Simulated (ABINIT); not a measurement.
# BeTe (F-43m): a self-consistent loop beyond G0W0, cycle by cycle

How far does self-consistency move the gap of BeTe (F-43m)?

Calculated with ABINIT 10.8.3; LDA and many-body steps on it, plane waves.

Report form: the programs' logs are mostly left out.

The database entry behind the starting cell differs from later determinations by our own check (an axis about 1.5 % short against later determinations), so it need not match the best structure at ambient conditions.

## (1) Starting point

Symmetry: F-43m, No. 216, cubic system. The conventional cell has a = 5.540 Å, b = 5.540 Å, c = 5.540 Å, α = 90.00°, β = 90.00°, γ = 90.00°. Nearest to Be lie 4 Te at 2.40 Å. Nearest to Te lie 4 Be at 2.40 Å. Farther neighbours and most contacts between anions are not listed.

As a file:

```cif
data_structure
_symmetry_space_group_name_H-M 'F-43m'
_symmetry_Int_Tables_number 216
_cell_length_a 5.5400
_cell_length_b 5.5400
_cell_length_c 5.5400
_cell_angle_alpha 90.000
_cell_angle_beta 90.000
_cell_angle_gamma 90.000
_cell_volume 170.03
loop_
_atom_site_label
_atom_site_type_symbol
_atom_site_symmetry_multiplicity
_atom_site_Wyckoff_symbol
_atom_site_fract_x
_atom_site_fract_y
_atom_site_fract_z
_atom_site_occupancy
Be1 Be 4 a 0.00000 0.00000 0.00000 1
Te1 Te 4 d 0.25000 0.25000 0.75000 1
```

The cell and positions come from the Crystallography Open Database and are kept as given unless a step says otherwise. Spin-orbit coupling is left out unless a step names it.

## (2) Empty states on the mesh, 4×4×4 mesh, 42 bands

This step: ABINIT 10.8.3; DFT, LDA, plane waves, norm-conserving pseudopotentials.

The sums over transitions need many empty states on a uniform mesh; this step solves for them.

run.abi reads:

```
acell 3*1.0 Angstrom
rprim 
  0.000000000000 2.770000000000 2.770000000000
  2.770000000000 0.000000000000 2.770000000000
  2.770000000000 2.770000000000 -0.000000000000
ntypat 2
znucl 4 52
natom 2
typat 1 2
xred 
  0.000000000000 0.000000000000 0.000000000000
  0.250000000000 0.250000000000 0.250000000000
pp_dirpath "pseudos"
pseudos "Be.upf, Te.upf"
ecut 38
ngkpt 4 4 4
nshiftk 1
shiftk 0 0 0
kptopt 1
chksymbreak 0
iscf -2
irdden 1
istwfk *1
nband 42
nbdbuf 4
tolwfr 1e-09
nstep 60
prtvol 0
indata_prefix "in"
outdata_prefix "out"
tmpdata_prefix "tmp"
```

Started as:

```
$ OMP_NUM_THREADS=1 mpirun -n 4 abinit run.abi > log
```

Run time: 12 s. Hardware: 4 MPI ranks of Arm Neoverse N1, shared host; peak memory 0.27 GiB; 49 s of CPU time.

Numbers from this step:

| Property | Result |
| --- | --- |
| gap | 1.775 eV |
| k of the valence top | 0, 0, 0 |
| k of the conduction bottom | 0.5, 0.5, 0 |
| least direct gap | 3.600 eV |
| k points computed | 8 |
| lowest point of the top converged band, above the valence top | 35.19 eV |

On this mesh the gap is 1.775 eV.

The density comes from a self-consistent run that is not shown.

## (3) Screening, 4×4×4 mesh, 38 bands, screening to 106.1 eV

The RPA dielectric matrix is built and inverted for each q.

This step: RPA screening on LDA, plane waves, norm-conserving pseudopotentials.

run.abi: that of step 2 with these lines changed.

```diff
@@ -20,10 +20,11 @@
 chksymbreak 0
-iscf -2
-irdden 1
 istwfk *1
-nband 42
-nbdbuf 4
-tolwfr 1e-09
-nstep 60
-prtvol 0
+occopt 1
+irdwfk 1
+optdriver 3
+nband 38
+ecuteps 3.9
+inclvkb 2
+awtr 1
+symchi 1
 indata_prefix "in"
```

Elapsed: 13 s, on 4 MPI ranks; peak memory 0.5 GiB.

Numbers from this step:

* ε∞ with local fields, on this mesh, along the program's q direction: 9.304
* the same without local fields: 10.58
* plasma frequency: 25.47 eV
* plane waves in the screening matrix: 113

Local fields lower ε∞ by 12 %. On a Γ-centred mesh this coarse the value itself is usually too large, while a short band sum pulls it down.

## (4) G0W0

The self-energy is evaluated for the states that the input lists, and the levels follow from it, in one-shot runs by the linearised quasiparticle equation.

This step: G0W0 on LDA, plane waves, norm-conserving pseudopotentials.

run.abi: that of step 3 with these lines changed.

```diff
@@ -23,8 +23,17 @@
 irdwfk 1
-optdriver 3
+optdriver 4
 nband 38
+gwcalctyp 0
+ecutsigx 38
+symsigma 1
+nkptgw 2
+kptgw 
+  0.0000000000 0.0000000000 0.0000000000
+  0.5000000000 0.5000000000 0.0000000000
+bdgw 
+  8 13
+  9 12
 ecuteps 3.9
-inclvkb 2
-awtr 1
-symchi 1
+irdscr 1
+ppmodel 1
 indata_prefix "in"
```

The job ended after 5.6 s (4 MPI ranks; peak memory 0.63 GiB).

Numbers from this step:

| Item | Value |
| --- | --- |
| G0W0 gap on the points computed | 3.039 eV |
| starting gap on the mesh | 1.775 eV |
| k of the valence top | 0, 0, 0 |
| k of the conduction bottom | 0.5, 0.5, 0 |
| Z at the valence top | 0.808 |
| Z at the conduction bottom | 0.818 |
| least direct G0W0 gap on the computed points | 5.167 eV |

The gap on the mesh goes from 1.77 eV to 3.04 eV, a correction of +1.26 eV.

## (5) evGW0, cycle 1

This step: evGW0 on LDA, plane waves, norm-conserving pseudopotentials.

run.abi: that of step 4 with these lines changed.

```diff
@@ -25,12 +25,24 @@
 nband 38
-gwcalctyp 0
+gwcalctyp 10
 ecutsigx 38
 symsigma 1
-nkptgw 2
+nkptgw 8
 kptgw 
   0.0000000000 0.0000000000 0.0000000000
+  0.2500000000 0.0000000000 0.0000000000
+  0.5000000000 0.0000000000 0.0000000000
+  0.2500000000 0.2500000000 0.0000000000
+  0.5000000000 0.2500000000 0.0000000000
+  -0.2500000000 0.2500000000 0.0000000000
   0.5000000000 0.5000000000 0.0000000000
+  -0.2500000000 0.5000000000 0.2500000000
 bdgw 
-  8 13
-  9 12
+  1 14
+  1 14
+  1 14
+  1 14
+  1 14
+  1 14
+  1 14
+  1 14
 ecuteps 3.9
```

It took 52 s on 4 MPI ranks; peak memory 1.2 GiB; 3.4 min of CPU time.

This step gave:

| Property | Result |
| --- | --- |
| quasiparticle gap on the mesh | 3.331 eV |
| gap of the density functional on the mesh | 1.775 eV |
| k of the valence top | 0, 0, 0 |
| k of the conduction bottom | 0.5, 0.5, 0 |
| Z at the valence top | 0.808 |
| Z at the conduction bottom | 0.818 |
| least direct quasiparticle gap on the computed points | 5.545 eV |

Against G0W0 in ABINIT (4×4×4 mesh, 38 bands, screening to 106.1 eV, Godby-Needs plasmon pole), the gap moves by +0.292 eV. This first cycle still uses the starting levels; it takes the full correction, at all points of the mesh, and its linearised value is 3.039 eV.

## (6) evGW0, cycle 2

The corrected levels of the last cycle go back in.

run.abi: that of step 5 with these lines changed.

```diff
@@ -50,2 +50,3 @@
 ppmodel 1
+irdqps 1
 indata_prefix "in"
```

It took 52 s on 4 MPI ranks; peak memory 1.2 GiB.

Numbers from this step:

```yaml
quasiparticle_gap_on_the_mesh: 3.193 eV
gap_of_the_density_functional_on_the_mesh: 1.775 eV
k_of_the_valence_top: 0, 0, 0
k_of_the_conduction_bottom: 0.5, 0.5, 0
least_direct_quasiparticle_gap_on_the_computed_points: 5.342 eV
```

Against the cycle before, the gap moves by −0.138 eV.

## (7) evGW0, cycle 3

run.abi is that of step 6.

It took 51 s on 4 MPI ranks; peak memory 1.2 GiB; 3.4 min of CPU time.

Numbers from this step:

```yaml
quasiparticle_gap_on_the_mesh: 3.205 eV
gap_of_the_density_functional_on_the_mesh: 1.775 eV
k_of_the_valence_top: 0, 0, 0
k_of_the_conduction_bottom: 0.5, 0.5, 0
least_direct_quasiparticle_gap_on_the_computed_points: 5.363 eV
```

Against the cycle before, the gap moves by +0.012 eV.

## (8) evGW0, cycle 4

run.abi is that of step 7.

It took 52 s on 4 MPI ranks; peak memory 1.2 GiB.

This step gave:

```
quasiparticle gap on the mesh                         : 3.202 eV
gap of the density functional on the mesh             : 1.775 eV
k of the valence top                                  : 0, 0, 0
k of the conduction bottom                            : 0.5, 0.5, 0
least direct quasiparticle gap on the computed points : 5.359 eV
```

Against the cycle before, the gap moves by −0.003 eV.

## (9) Screening, 4×4×4 mesh, 38 bands, screening to 106.1 eV

This step: RPA screening on LDA, plane waves, norm-conserving pseudopotentials.

run.abi reads:

```
acell 3*1.0 Angstrom
rprim 
  0.000000000000 2.770000000000 2.770000000000
  2.770000000000 0.000000000000 2.770000000000
  2.770000000000 2.770000000000 -0.000000000000
ntypat 2
znucl 4 52
natom 2
typat 1 2
xred 
  0.000000000000 0.000000000000 0.000000000000
  0.250000000000 0.250000000000 0.250000000000
pp_dirpath "pseudos"
pseudos "Be.upf, Te.upf"
ecut 38
ngkpt 4 4 4
nshiftk 1
shiftk 0 0 0
kptopt 1
chksymbreak 0
istwfk *1
occopt 1
irdwfk 1
optdriver 3
nband 38
ecuteps 3.9
inclvkb 2
awtr 1
symchi 1
gwcalctyp 10
mbpt_sciss 1.623 eV
nqptdm 1
qptdm 
  0 0 0
indata_prefix "in"
outdata_prefix "out"
tmpdata_prefix "tmp"
```

The job ended after 4.1 s (4 MPI ranks; peak memory 0.41 GiB).

This step gave:

```yaml
eps_infinity_with_local_fields_on_this_mesh_along_the_program_s_q_direction: 7.388
the_same_without_local_fields: 8.227
plasma_frequency: 25.47 eV
plane_waves_in_the_screening_matrix: 113
```

This screening uses the functional's bands under a rigid shift, the mean opening of the cycle before.

## (10) Screening, 4×4×4 mesh, 38 bands, screening to 106.1 eV

This step: RPA screening on LDA from quasiparticle energies, plane waves, norm-conserving pseudopotentials.

run.abi: that of step 9 with these lines changed.

```diff
@@ -29,7 +29,13 @@
 symchi 1
+irdqps 1
 gwcalctyp 10
-mbpt_sciss 1.623 eV
-nqptdm 1
+nqptdm 7
 qptdm 
-  0 0 0
+  0.2500000000 0.0000000000 0.0000000000
+  0.5000000000 0.0000000000 0.0000000000
+  0.2500000000 0.2500000000 0.0000000000
+  0.5000000000 0.2500000000 0.0000000000
+  -0.2500000000 0.2500000000 0.0000000000
+  0.5000000000 0.5000000000 0.0000000000
+  -0.2500000000 0.5000000000 0.2500000000
 indata_prefix "in"
```

mrgscr.stdin reads:

```
2
merged
q0_SCR
out_SCR
1
```

Started as:

```
$ OMP_NUM_THREADS=1 mpirun -n 4 abinit run.abi > log; mrgscr < mrgscr.stdin
```

Wall time 12 s (4 MPI ranks); peak memory 0.46 GiB; 46 s of CPU time.

This step gave:

```
plasma frequency                    : 25.47 eV
plane waves in the screening matrix : 113
```

This screening reads the quasiparticle levels of the cycle before.

## (11) evGW, cycle 1

This step: evGW on LDA, plane waves, norm-conserving pseudopotentials.

run.abi: that of step 10 with these lines changed.

```diff
@@ -23,12 +23,10 @@
 irdwfk 1
-optdriver 3
+optdriver 4
 nband 38
-ecuteps 3.9
-inclvkb 2
-awtr 1
-symchi 1
-irdqps 1
 gwcalctyp 10
-nqptdm 7
-qptdm 
+ecutsigx 38
+symsigma 1
+nkptgw 8
+kptgw 
+  0.0000000000 0.0000000000 0.0000000000
   0.2500000000 0.0000000000 0.0000000000
@@ -40,2 +38,15 @@
   -0.2500000000 0.5000000000 0.2500000000
+bdgw 
+  1 14
+  1 14
+  1 14
+  1 14
+  1 14
+  1 14
+  1 14
+  1 14
+ecuteps 3.9
+irdscr 1
+ppmodel 1
+irdqps 1
 indata_prefix "in"
```

Started as:

```
$ OMP_NUM_THREADS=1 mpirun -n 4 abinit run.abi > log
```

Elapsed: 52 s, on 4 MPI ranks; peak memory 1.2 GiB.

Numbers from this step:

* quasiparticle gap on the mesh: 3.420 eV
* gap of the density functional on the mesh: 1.775 eV
* k of the valence top: 0, 0, 0
* k of the conduction bottom: 0.5, 0.5, 0
* least direct quasiparticle gap on the computed points: 5.602 eV

Against G0W0 in ABINIT (4×4×4 mesh, 38 bands, screening to 106.1 eV, Godby-Needs plasmon pole), the gap moves by +0.381 eV.

## (12) Screening, 4×4×4 mesh, 38 bands, screening to 106.1 eV

This step: RPA screening on LDA, plane waves, norm-conserving pseudopotentials.

run.abi reads:

```
acell 3*1.0 Angstrom
rprim 
  0.000000000000 2.770000000000 2.770000000000
  2.770000000000 0.000000000000 2.770000000000
  2.770000000000 2.770000000000 -0.000000000000
ntypat 2
znucl 4 52
natom 2
typat 1 2
xred 
  0.000000000000 0.000000000000 0.000000000000
  0.250000000000 0.250000000000 0.250000000000
pp_dirpath "pseudos"
pseudos "Be.upf, Te.upf"
ecut 38
ngkpt 4 4 4
nshiftk 1
shiftk 0 0 0
kptopt 1
chksymbreak 0
istwfk *1
occopt 1
irdwfk 1
optdriver 3
nband 38
ecuteps 3.9
inclvkb 2
awtr 1
symchi 1
gwcalctyp 10
mbpt_sciss 1.876 eV
nqptdm 1
qptdm 
  0 0 0
indata_prefix "in"
outdata_prefix "out"
tmpdata_prefix "tmp"
```

Run time: 4.1 s. Hardware: 4 MPI ranks; peak memory 0.41 GiB; 16 s of CPU time.

Numbers from this step:

* ε∞ with local fields, on this mesh, along the program's q direction: 7.170
* the same without local fields: 7.963
* plasma frequency: 25.47 eV
* plane waves in the screening matrix: 113

This screening uses the functional's bands under a rigid shift, the mean opening of the cycle before.

## (13) Screening, 4×4×4 mesh, 38 bands, screening to 106.1 eV

This step: RPA screening on LDA from quasiparticle energies, plane waves, norm-conserving pseudopotentials.

run.abi: that of step 12 with these lines changed.

```diff
@@ -29,7 +29,13 @@
 symchi 1
+irdqps 1
 gwcalctyp 10
-mbpt_sciss 1.876 eV
-nqptdm 1
+nqptdm 7
 qptdm 
-  0 0 0
+  0.2500000000 0.0000000000 0.0000000000
+  0.5000000000 0.0000000000 0.0000000000
+  0.2500000000 0.2500000000 0.0000000000
+  0.5000000000 0.2500000000 0.0000000000
+  -0.2500000000 0.2500000000 0.0000000000
+  0.5000000000 0.5000000000 0.0000000000
+  -0.2500000000 0.5000000000 0.2500000000
 indata_prefix "in"
```

mrgscr.stdin is that of step 10.

Started as:

```
$ OMP_NUM_THREADS=1 mpirun -n 4 abinit run.abi > log; mrgscr < mrgscr.stdin
```

The job ended after 12 s (4 MPI ranks; peak memory 0.46 GiB).

This step gave:

| Property | Result |
| --- | --- |
| plasma frequency | 25.47 eV |
| plane waves in the screening matrix | 113 |

This screening reads the quasiparticle levels of the cycle before.

## (14) evGW, cycle 2

This step: evGW on LDA, plane waves, norm-conserving pseudopotentials.

run.abi: that of step 13 with these lines changed.

```diff
@@ -23,12 +23,10 @@
 irdwfk 1
-optdriver 3
+optdriver 4
 nband 38
-ecuteps 3.9
-inclvkb 2
-awtr 1
-symchi 1
-irdqps 1
 gwcalctyp 10
-nqptdm 7
-qptdm 
+ecutsigx 38
+symsigma 1
+nkptgw 8
+kptgw 
+  0.0000000000 0.0000000000 0.0000000000
   0.2500000000 0.0000000000 0.0000000000
@@ -40,2 +38,15 @@
   -0.2500000000 0.5000000000 0.2500000000
+bdgw 
+  1 14
+  1 14
+  1 14
+  1 14
+  1 14
+  1 14
+  1 14
+  1 14
+ecuteps 3.9
+irdscr 1
+ppmodel 1
+irdqps 1
 indata_prefix "in"
```

Started as:

```
$ OMP_NUM_THREADS=1 mpirun -n 4 abinit run.abi > log
```

Wall time 51 s (4 MPI ranks); peak memory 1.2 GiB; 3.4 min of CPU time.

Numbers from this step:

```yaml
quasiparticle_gap_on_the_mesh: 3.442 eV
gap_of_the_density_functional_on_the_mesh: 1.775 eV
k_of_the_valence_top: 0, 0, 0
k_of_the_conduction_bottom: 0.5, 0.5, 0
least_direct_quasiparticle_gap_on_the_computed_points: 5.624 eV
```

Against the cycle before, the gap moves by +0.022 eV.

## (15) Screening, 4×4×4 mesh, 38 bands, screening to 106.1 eV

This step: RPA screening on LDA, plane waves, norm-conserving pseudopotentials.

run.abi reads:

```
acell 3*1.0 Angstrom
rprim 
  0.000000000000 2.770000000000 2.770000000000
  2.770000000000 0.000000000000 2.770000000000
  2.770000000000 2.770000000000 -0.000000000000
ntypat 2
znucl 4 52
natom 2
typat 1 2
xred 
  0.000000000000 0.000000000000 0.000000000000
  0.250000000000 0.250000000000 0.250000000000
pp_dirpath "pseudos"
pseudos "Be.upf, Te.upf"
ecut 38
ngkpt 4 4 4
nshiftk 1
shiftk 0 0 0
kptopt 1
chksymbreak 0
istwfk *1
occopt 1
irdwfk 1
optdriver 3
nband 38
ecuteps 3.9
inclvkb 2
awtr 1
symchi 1
gwcalctyp 10
mbpt_sciss 1.900 eV
nqptdm 1
qptdm 
  0 0 0
indata_prefix "in"
outdata_prefix "out"
tmpdata_prefix "tmp"
```

Run time: 4.1 s. Hardware: 4 MPI ranks; peak memory 0.41 GiB.

Numbers from this step:

```
ε∞ with local fields, on this mesh, along the program's q direction : 7.151
the same without local fields                                       : 7.939
plasma frequency                                                    : 25.47 eV
plane waves in the screening matrix                                 : 113
```

This screening uses the functional's bands under a rigid shift, the mean opening of the cycle before.

## (16) Screening, 4×4×4 mesh, 38 bands, screening to 106.1 eV

This step: RPA screening on LDA from quasiparticle energies, plane waves, norm-conserving pseudopotentials.

run.abi: that of step 15 with these lines changed.

```diff
@@ -29,7 +29,13 @@
 symchi 1
+irdqps 1
 gwcalctyp 10
-mbpt_sciss 1.900 eV
-nqptdm 1
+nqptdm 7
 qptdm 
-  0 0 0
+  0.2500000000 0.0000000000 0.0000000000
+  0.5000000000 0.0000000000 0.0000000000
+  0.2500000000 0.2500000000 0.0000000000
+  0.5000000000 0.2500000000 0.0000000000
+  -0.2500000000 0.2500000000 0.0000000000
+  0.5000000000 0.5000000000 0.0000000000
+  -0.2500000000 0.5000000000 0.2500000000
 indata_prefix "in"
```

mrgscr.stdin is that of step 13.

Started as:

```
$ OMP_NUM_THREADS=1 mpirun -n 4 abinit run.abi > log; mrgscr < mrgscr.stdin
```

Wall time 11 s (4 MPI ranks); peak memory 0.46 GiB.

This step gave:

| Item | Value |
| --- | --- |
| plasma frequency | 25.47 eV |
| plane waves in the screening matrix | 113 |

This screening reads the quasiparticle levels of the cycle before.

## (17) evGW, cycle 3

This step: evGW on LDA, plane waves, norm-conserving pseudopotentials.

run.abi: that of step 16 with these lines changed.

```diff
@@ -23,12 +23,10 @@
 irdwfk 1
-optdriver 3
+optdriver 4
 nband 38
-ecuteps 3.9
-inclvkb 2
-awtr 1
-symchi 1
-irdqps 1
 gwcalctyp 10
-nqptdm 7
-qptdm 
+ecutsigx 38
+symsigma 1
+nkptgw 8
+kptgw 
+  0.0000000000 0.0000000000 0.0000000000
   0.2500000000 0.0000000000 0.0000000000
@@ -40,2 +38,15 @@
   -0.2500000000 0.5000000000 0.2500000000
+bdgw 
+  1 14
+  1 14
+  1 14
+  1 14
+  1 14
+  1 14
+  1 14
+  1 14
+ecuteps 3.9
+irdscr 1
+ppmodel 1
+irdqps 1
 indata_prefix "in"
```

Started as:

```
$ OMP_NUM_THREADS=1 mpirun -n 4 abinit run.abi > log
```

Run time: 51 s. Hardware: 4 MPI ranks; peak memory 1.2 GiB; 3.4 min of CPU time.

Numbers from this step:

* quasiparticle gap on the mesh: 3.443 eV
* gap of the density functional on the mesh: 1.775 eV
* k of the valence top: 0, 0, 0
* k of the conduction bottom: 0.5, 0.5, 0
* least direct quasiparticle gap on the computed points: 5.626 eV

Against the cycle before, the gap moves by +0.001 eV.

## (18) Side by side

Times are wall times on 4 MPI ranks of Arm Neoverse N1, shared host, good to a factor of about two. A run's time includes the screening step that it read.

```csv
run,mesh,bands,screening cutoff (eV),DFT gap (eV),gap on the mesh (eV),direct (eV),ε∞ used,time
G0W0,4×4×4,38,106.1,1.775,3.039,5.167,9.30,18 s
"evGW0, cycle 1",4×4×4,38,106.1,1.775,3.331,5.545,9.30,64 s
"evGW0, cycle 2",4×4×4,38,106.1,1.775,3.193,5.342,9.30,64 s
"evGW0, cycle 3",4×4×4,38,106.1,1.775,3.205,5.363,9.30,64 s
"evGW0, cycle 4",4×4×4,38,106.1,1.775,3.202,5.359,9.30,64 s
"evGW, cycle 1",4×4×4,38,106.1,1.775,3.420,5.602,7.39,67 s
"evGW, cycle 2",4×4×4,38,106.1,1.775,3.442,5.624,7.17,67 s
"evGW, cycle 3",4×4×4,38,106.1,1.775,3.443,5.626,7.15,67 s
```

## (19) What came out

```
G0W0           : 3.039 eV
evGW0, cycle 1 : 3.331 eV
evGW0, cycle 2 : 3.193 eV
evGW0, cycle 3 : 3.205 eV
evGW0, cycle 4 : 3.202 eV
evGW, cycle 1  : 3.420 eV
evGW, cycle 2  : 3.442 eV
evGW, cycle 3  : 3.443 eV
known limits   : not at the basis limit; exchange with frozen shells missing; no spin-orbit coupling; coarse k mesh
```

Only the bands that the input lists are updated; the others, empty or deep, keep the functional's energies or take a rigid shift. The evGW loop starts from the last levels of evGW0, so its cycles and time come on top of those. evGW0 ends at 3.20 eV, +0.16 eV from G0W0, after 4 cycles that took 3.4 min beside the first screening; the last moved the gap by 0.003 eV. evGW ends at 3.44 eV, +0.40 eV from G0W0, after 3 cycles that took 3.4 min beside the first screening; the last moved the gap by 0.001 eV. The first cycle of evGW0 takes the full correction, without the factor Z, so it overshoots the one-shot value. Bands and cutoff are finite, so the gap is not at the basis limit. The miss can reach some tenths of an eV and take either sign; the mesh is an error of its own. The 4×4×4 mesh is coarse for this cell, which bears on the long-range parts of exchange and screening. The norm-conserving file of at least one element keeps a d shell over frozen s and p shells of the same row. Exchange with those shells is missing from the self-energy, an error of 0.3 to 0.9 eV in cases checked, whose sign depends on which edge lies on those atoms. In the updated screening the q = 0 part is built from Kohn-Sham bands under a rigid shift, the other q from the quasiparticle levels. The many-body steps are scalar-relativistic: spin-orbit coupling is not in them.

[Paths, hosts, dates, memory and timing lines, banners, echoed tables and standing remarks are left out of the program output.]

[Logs are printed without paths, hosts, clocks, repeated set-up lines and the standing remarks that a program may print on its own settings, such as how far it seeks lower states.]

[Runs of the session that timed out or met a known fault of the program may be left out.]

[Hosts, paths, dates, database ids (printed as entryN), source tags and the programs' standing remarks are cut or masked in the printed files.]

[G0W0 gaps are taken among the corrected bands and points alone; a level outside them can change the order at an edge.]

[Where Ansatz stands beside ABINIT at settings called matched, ABINIT's density can come from a denser mesh and the files from another edition; pairs whose starting gaps differed by over 0.03 eV were left out, so agreement reads better than it is.]
